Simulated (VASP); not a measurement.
A run of VASP 6.6.1 is set up as follows.

Contents of INCAR:

```
ALGO = Normal ; EDIFF = 1E-7
EDIFFG = -0.005 ; ENCUT = 600
GGA = PE ; IBRION = 2
ISIF = 3 ; ISMEAR = 0
IVDW = 12 ; KPAR = 2
LASPH = True ; LCHARG = False
LREAL = False ; LWAVE = False
NELM = 80 ; NSW = 90
PREC = Accurate ; SIGMA = 0.03
```

The input KPOINTS:

```
k-points
0
Gamma
  12 12 3
```

The input POSCAR:

```
WS2                                     
1.0
    3.1550962680      0.0000000000      0.0000000000
   -1.5775481340      2.7323935155      0.0000000000
    0.0000000000     -0.0000000000     12.1413694395
  W               S             
     2     4
Direct
     0.3333333300000021    0.6666666699999979    0.2500000000000000
     0.6666666699999979    0.3333333300000021    0.7500000000000000
     0.3333333300000021    0.6666666699999979    0.6203170163291850
     0.6666666699999979    0.3333333300000021    0.1203170163291851
     0.3333333300000021    0.6666666699999979    0.8796829836708150
     0.6666666699999979    0.3333333300000021    0.3796829836708149
```

Potentials or basis: VASP PAW PBE potentials, release 64 (W_sv, S).

The run is started by

```sh
$ cat potpaw_PBE.64/W_sv/POTCAR potpaw_PBE.64/S/POTCAR > POTCAR
$ mpirun -np 2 vasp_std > vasp.out
```

Question: Predict the band gap on the k mesh.

Answer: 0.91 eV, indirect (least direct gap 1.83 eV).

Question: Predict the relaxed cell.

Answer: a = 3.154 Å, b = 3.154 Å, c = 12.142 Å, α = 90.00°, β = 90.00°, γ = 120.00°.

Question: What does it give for the relaxed volume?

Answer: 17.44 Å³/atom.

Final structure:
```
W S
1.0
     3.15410    0.00000    0.00000
    -1.57705    2.73153    0.00000
     0.00000    0.00000   12.14229
W S
2 4
Direct
  0.33333 0.66667 0.25000
  0.66667 0.33333 0.75000
  0.33333 0.66667 0.62030
  0.66667 0.33333 0.12030
  0.33333 0.66667 0.87970
  0.66667 0.33333 0.37970
```

Caveat: spin-orbit coupling is left out, which moves the levels of the heavy elements; an odd mesh through Γ misses points on the zone boundary, where band edges often lie. As with any semilocal functional, this PBE gap is likely too small.
